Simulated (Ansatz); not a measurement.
A (111) slab of Si2Ni (Fm-3m (No. 225)), 12 planes, outer planes Si (top) and Si (bottom), with 12 atoms (Si8Ni4) in a surface cell of A = 12.846 Å², as cut from the bulk:

```xyz
12
Lattice="3.8515 0.0000 0.0000 -1.9257 3.3355 0.0000 0.0000 0.0000 26.0065" Properties=species:S:1:pos:R:3 pbc="T T T"
Si    0.0000    0.0000    7.5000
Ni    1.9257    1.1118    8.2862
Si    0.0000    2.2236    9.0724
Si    1.9257    1.1118   10.6447
Ni    0.0000    2.2236   11.4309
Si    0.0000    0.0000   12.2171
Si    0.0000    2.2236   13.7894
Ni    0.0000    0.0000   14.5756
Si    1.9257    1.1118   15.3618
Si    0.0000    0.0000   16.9341
Ni    1.9257    1.1118   17.7203
Si    0.0000    2.2236   18.5065
```

All numbers below come from Ansatz 0.2.0, DFT PBE, scalar-relativistic, plane waves, PAW. Cutoff 420 eV; k points 9×9×1 on the computed 12-atom cell (Γ-centred); Gaussian smearing, width 0.10 eV; no spin polarisation.

Against the same 12 atoms in the bulk, the slab as cut lies 1.700 eV higher and the relaxed slab 1.595 eV higher.

(1) Work out the surface energy before and after relaxation.

(2) What is the ideal work of this cut, per area?

The slab was run without spin polarisation; whether its Ni atoms carry moments at the surface wasn't tested.

Answers

(1) The slab has two faces, so γ = (E_slab − N·E_bulk)/(2A), the mean of both. As cut: 1.700/(2 × 12.846) = 0.0662 eV/Å², and 1 eV/Å² = 16.02 J/m², so γ = 1.06 J/m². Relaxed: 1.595/(2 × 12.846) = 0.0621 eV/Å² = 0.99 J/m². Relaxation recovers 6 % of the cost of cutting.

(2) Griffith's ideal work is 2γ: 2.12 J/m² if the new faces stay rigid, 1.99 J/m² if they relax. Other cuts parallel to this plane can cost less. One thickness was run, 12 planes, so γ can still shift with it.